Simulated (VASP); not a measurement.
# ZnS (F-43m) in VASP: a series of runs, part 2 of 2

VASP 6.6.1. The steps go on from the part before.

### 4 Single point, PBE, spin-orbit coupling, no magnetisation

INCAR reads:

```
SYSTEM = ZnS
PREC = Accurate
ENCUT = 340
EDIFF = 1E-7
ISMEAR = 0
SIGMA = 0.02
LREAL = .False.
LASPH = .True.
NELM = 100
ALGO = Normal
ISIF = 2
LWAVE = .False.
LCHARG = .False.
LNONCOLLINEAR = .True.
MAGMOM = 0 0 0 0 0 0
LORBIT = 11
LSORBIT = .True.
GGA_COMPAT = .False.
GGA = PE
NBANDS = 34
```

KPOINTS reads:

```
Automatic mesh
0
Gamma
  7 7 7
  0 0 0
```

POSCAR reads:

```
ZnS
1.0
    0.0000000000      2.7020000000      2.7020000000
    2.7020000000      0.0000000000      2.7020000000
    2.7020000000      2.7020000000      0.0000000000
Zn S
1 1
Direct
    0.7500000000      0.7500000000      0.7500000000
    0.0000000000      0.0000000000      0.0000000000
```

Potentials or basis: VASP PAW PBE potentials, release 64 (Zn, S).

Run with:

```console
$ cat potpaw_PBE.64/Zn/POTCAR potpaw_PBE.64/S/POTCAR > POTCAR
$ mpirun -np 1 vasp_ncl > vasp.out
```

OUTCAR:

```text
SYSTEM = ZnS
   PREC = Accurate
   ENCUT = 340
   EDIFF = 1E-7
   ISMEAR = 0
   LREAL = .False.
   LASPH = .True.
   NELM = 100
   ISIF = 2
   LNONCOLLINEAR = .True.
   LORBIT = 11
   LSORBIT = .True.
   GGA = PE

 Found     30 irreducible k-points:

 Following reciprocal coordinates:
            Coordinates               Weight
  0.000000  0.000000  0.000000      1.000000
  0.142857  0.000000  0.000000      4.000000
 -0.142857  0.000000  0.000000      4.000000
  0.285714  0.000000  0.000000      4.000000
 -0.285714  0.000000  0.000000      4.000000
  0.428571  0.000000  0.000000      4.000000
   k-points           NKPTS =     30   k-points in BZ     NKDIM =     30   number of bands    NBANDS=     34
   number of dos      NEDOS =    301   number of ions     NIONS =      2
   total plane-waves  NPLWV =  13824
   dimension x,y,z NGX =    24 NGY =   24 NGZ =   24
   dimension x,y,z NGXF=    48 NGYF=   48 NGZF=   48
   ions per type =               1   1
   NGX,Y,Z   is equivalent  to a cutoff of  10.44, 10.44, 10.44 a.u.
   NGXF,Y,Z  is equivalent  to a cutoff of  20.88, 20.88, 20.88 a.u.
 SYSTEM =  ZnS
   PREC   = accura    normal or accurate (medium, high low for compatibility)
   ISTART =      0    job   : 0-new  1-cont  2-samecut
   ICHARG =      2    charge: 1-file 2-atom 10-const
   ISPIN  =      1    spin polarized calculation?
   LNONCOLLINEAR =      T non collinear calculations
   LSORBIT =      T    spin-orbit coupling
   LASPH  =      T    aspherical Exc in radial PAW
   ENCUT  =  340.0 eV  24.99 Ry    5.00 a.u.   5.75  5.75  5.75*2*pi/ulx,y,z
   NELM   =    100;   NELMIN=  2; NELMDL= -5     # of ELM steps
   EDIFF  = 0.1E-06   stopping-criterion for ELM
   LREAL  =      F    real-space projection
   EDIFFG = 0.1E-05   stopping-criterion for IOM
   NSW    =      0    number of steps for IOM
   IBRION =     -1    ionic relax: 0-MD 1-quasi-New 2-CG
   NFREE  =      0    steps in history (QN), initial steepest desc. (CG)
   ISIF   =      2    stress and relaxation
   ISYM   =      2    0-nonsym 1-usesym 2-fastsym
   POTIM  = 0.5000    time-step for ionic-motion
   TEBEG  =    0.0;   TEEND  =   0.0 temperature during run
   PSTRESS=    0.0 pullay stress
   NELECT =      18.0000    total number of electrons
   NUPDOWN=      -1.0000    fix difference up-down
   EMIN   =  10.00;   EMAX   =-10.00  energy-range for DOS
   EFERMI =   0.00;   METHOD = LEGACY
   ISMEAR =     0;   SIGMA  =   0.02  broadening in eV -4-tet -1-fermi 0-gaus
   EFERMI_NEDOS =   21; number of points for ismear=-14 and -15
   IALGO  =     38    algorithm
   IMIX   =      4    mixing-type and parameters
     AMIX     =   0.40;   BMIX     =  1.00
     AMIX_MAG =   1.60;   BMIX_MAG =  1.00
  volume/ion in A,a.u.               =      19.73       133.12
  Fermi-wavevector in a.u.,A,eV,Ry     =   1.260290  2.381602 21.610537  1.588330
  Thomas-Fermi vector in A             =   2.393807
   LORBIT       =     11    0 simple, 1 ext, 2 COOP (PROOUT), +10 PAW based schemes
   GGA     = PE    functional components
   LHFCALC =     F    Hartree Fock is set to
   AEXX    =    0.0000 exact exchange contribution
   IVDW    =     0    specifies the selected vdW correction
   LEPSILON=     F    determine dielectric tensor
   LRPA    =     F    only Hartree local field effects (RPA)
 Gauss-broadening in eV      SIGMA  =   0.02
  energy-cutoff  :      340.00
  volume of cell :       39.45
 maximum number of plane-waves:      1134
   NGX = 11   NGY = 11   NGZ = 11

 number of electron      17.9999961 magnetization      -0.0000000      0.0000000     -0.0000000

 number of electron      17.9999961 magnetization       0.0000000      0.0000000      0.0000000

 number of electron      17.9999961 magnetization      -0.0000000      0.0000000      0.0000000

[... 18 lines left out ...]
 k-point     1 :       0.0000    0.0000    0.0000
  band No.  band energies     occupation
      1     -11.0335      1.00000
      2     -11.0335      1.00000
      3      -4.3174      1.00000
      4      -4.3174      1.00000
      5      -4.3174      1.00000
      6      -4.3174      1.00000
[... 187 lines left out ...]
     29      14.8964      0.00000
     30      14.8964      0.00000

 [... further k-points ...]

 [bands above 30 left out]

------------------------ aborting loop because EDIFF is reached ----------------------------------------

  FORCE on cell =-STRESS in cart. coord.  units (eV):
  Direction    XX          YY          ZZ          XY          YZ          ZX
  --------------------------------------------------------------------------------------
  -------------------------------------------------------------------------------------
  Total        0.3836790      0.3836790      0.3836790      0.0000000      0.0000000      0.0000000
  in kB       15.5809030     15.5809030     15.5809030      0.0000000      0.0000000      0.0000000
  external PRESSURE =      15.5809030 kB  Pullay stress =       0.0000000 kB

 VOLUME and BASIS-vectors are now :
 -----------------------------------------------------------------------------
  energy-cutoff  :      340.00
  volume of cell :       39.45
      direct lattice vectors                 reciprocal lattice vectors
     0.000000000  2.702000000  2.702000000    -0.185048113  0.185048113  0.185048113
     2.702000000  0.000000000  2.702000000     0.185048113 -0.185048113  0.185048113
     2.702000000  2.702000000  0.000000000     0.185048113  0.185048113 -0.185048113

 POSITION                                       TOTAL-FORCE (eV/Angst)
 -----------------------------------------------------------------------------------
      4.05300      4.05300      4.05300         0.000000      0.000000      0.000000
      0.00000      0.00000      0.00000        -0.000000     -0.000000     -0.000000
 -----------------------------------------------------------------------------------
    total drift:                                0.000002      0.000002      0.000002

  FREE ENERGIE OF THE ION-ELECTRON SYSTEM (eV)
  ---------------------------------------------------
  free  energy   TOTEN  =        -6.8497601004 eV

  energy  without entropy=       -6.8497601004  energy(sigma->0) =       -6.84976010

 Spin-Orbit-Coupling matrix elements

 Ion:    1  E_soc:     -0.0083257
 l=   1
     0.0000000    -0.0004091    -0.0004091
    -0.0004091     0.0000000    -0.0004091
    -0.0004091    -0.0004091     0.0000000
 l=   2
     0.0000000    -0.0001998     0.0000000    -0.0001998    -0.0007787
    -0.0001998     0.0000000    -0.0005840    -0.0001998    -0.0001947
     0.0000000    -0.0005840     0.0000000    -0.0005840     0.0000000
    -0.0001998    -0.0001998    -0.0005840     0.0000000    -0.0001947
    -0.0007787    -0.0001947     0.0000000    -0.0001947     0.0000000
 l=   3
     0.0000000     0.0000000     0.0000000     0.0000000     0.0000000     0.0000000     0.0000000
     0.0000000     0.0000000     0.0000000     0.0000000     0.0000000     0.0000000     0.0000000
     0.0000000     0.0000000     0.0000000     0.0000000     0.0000000     0.0000000     0.0000000
     0.0000000     0.0000000     0.0000000     0.0000000     0.0000000     0.0000000     0.0000000
     0.0000000     0.0000000     0.0000000     0.0000000     0.0000000     0.0000000     0.0000000
     0.0000000     0.0000000     0.0000000     0.0000000     0.0000000     0.0000000     0.0000000
     0.0000000     0.0000000     0.0000000     0.0000000     0.0000000     0.0000000     0.0000000

 Ion:    2  E_soc:     -0.0017769
 l=   1
     0.0000000    -0.0002962    -0.0002962
    -0.0002962     0.0000000    -0.0002962
    -0.0002962    -0.0002962     0.0000000
 l=   2
     0.0000000     0.0000000     0.0000000     0.0000000     0.0000000
     0.0000000     0.0000000     0.0000000     0.0000000     0.0000000
     0.0000000     0.0000000     0.0000000     0.0000000     0.0000000
     0.0000000     0.0000000     0.0000000     0.0000000     0.0000000
     0.0000000     0.0000000     0.0000000     0.0000000     0.0000000
 l=   3
     0.0000000     0.0000000     0.0000000     0.0000000     0.0000000     0.0000000     0.0000000
     0.0000000     0.0000000     0.0000000     0.0000000     0.0000000     0.0000000     0.0000000
     0.0000000     0.0000000     0.0000000     0.0000000     0.0000000     0.0000000     0.0000000
     0.0000000     0.0000000     0.0000000     0.0000000     0.0000000     0.0000000     0.0000000
     0.0000000     0.0000000     0.0000000     0.0000000     0.0000000     0.0000000     0.0000000
     0.0000000     0.0000000     0.0000000     0.0000000     0.0000000     0.0000000     0.0000000
     0.0000000     0.0000000     0.0000000     0.0000000     0.0000000     0.0000000     0.0000000

 total charge

# of ion       s       p       d       tot
------------------------------------------
    1        0.520   0.477   9.794  10.791
    2        1.315   2.436   0.000   3.751
--------------------------------------------------
tot          1.835   2.913   9.794  14.542

 magnetization (x)

# of ion       s       p       d       tot
------------------------------------------
    1       -0.000   0.000   0.000  -0.000
    2       -0.000  -0.000   0.000  -0.000
--------------------------------------------------
tot         -0.000  -0.000   0.000  -0.000

 magnetization (y)

# of ion       s       p       d       tot
------------------------------------------
    1        0.000   0.000   0.000   0.000
    2        0.000   0.000   0.000   0.000
--------------------------------------------------
tot          0.000   0.000   0.000   0.000

 magnetization (z)

# of ion       s       p       d       tot
------------------------------------------
    1       -0.000   0.000   0.000  -0.000
    2        0.000   0.000   0.000   0.000
--------------------------------------------------
tot         -0.000   0.000   0.000   0.000
```

It took 29 s on 1 thread of AMD EPYC 9R45 (Zen 5), shared host; peak memory 0.17 GiB.

The run converged, but some of its settings lie outside the range that counts as converged, so its numbers aren't taken as properties of the crystal.

Results:

```yaml
Free_energy: -6.8498 eV
Pressure: 1.6 GPa
Valence_electrons_inside_the_program's_atomic_spheres: Zn 10.79; S 3.75
```

Caveat: the cutoff is under 1.25 times the usual one of these potentials, so pressure, stress and relaxed cells hold a basis-set (Pulay) error.
